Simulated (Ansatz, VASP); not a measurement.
# One calculation of Cu, two programs

Contents of INCAR:

```
  ALGO = Normal
  EDIFF = 1E-6
  ENCUT = 520
  GGA = PE
  ISIF = 2
  ISMEAR = -1
  LASPH = T
  LCHARG = F
  LREAL = F
  LWAVE = F
  NBANDS = 12
  NELM = 60
  PREC = Accurate
  SIGMA = 0.05
```

KPOINTS

```
k-points
0
Gamma
  13 13 13
```

Contents of POSCAR:

```
Cu
1.0
    0.0000000000      1.8075000000      1.8075000000
    1.8075000000      0.0000000000      1.8075000000
    1.8075000000      1.8075000000      0.0000000000
Cu
1
Direct
    0.0000000000      0.0000000000      0.0000000000
```

Contents of input.yaml:

```yaml
crystal:
  lattice:
    - [0.0, 1.8075, 1.8075]
    - [1.8075, 0.0, 1.8075]
    - [1.8075, 1.8075, 0.0]
  atoms:
    - { symbol: Cu, position: [0.0, 0.0, 0.0] }
hamiltonian:
  xc: pbe
  pseudopotentials: { kind: paw, azcp: { folder: soft_1 } }
kpoints:
  mp_grid: { grid: [13, 13, 13] }
scf:
  occupations: { method: fermi_dirac, width: 0.05 }
output:
  forces: true
  stress: true
  eigenvalues: true
```

Alike in both runs: task single point; functional PBE; k mesh 13 × 13 × 13; occupations fermi-dirac, width 0.05 eV; no spin polarisation.

|  | VASP | Ansatz |
| --- | --- | --- |
| version | VASP 6.6.1 | Ansatz 0.2.0 |
| potentials or method | VASP PAW PBE potentials, release 64 (Cu) | Ansatz PAW soft_1 |
| plane-wave cutoff (eV) | 520 | 420 |
| valence electrons in the cell | 11 | 19 |

```csv
,VASP,Ansatz,Ansatz less VASP
gap on the k mesh at the Fermi level (eV),none,none,-
pressure (GPa),2.2,1.6,-0.66
```

A gap of «none» marks a metal or a gap that the smearing closes. The two sets of potentials don't hold the same shells in valence.
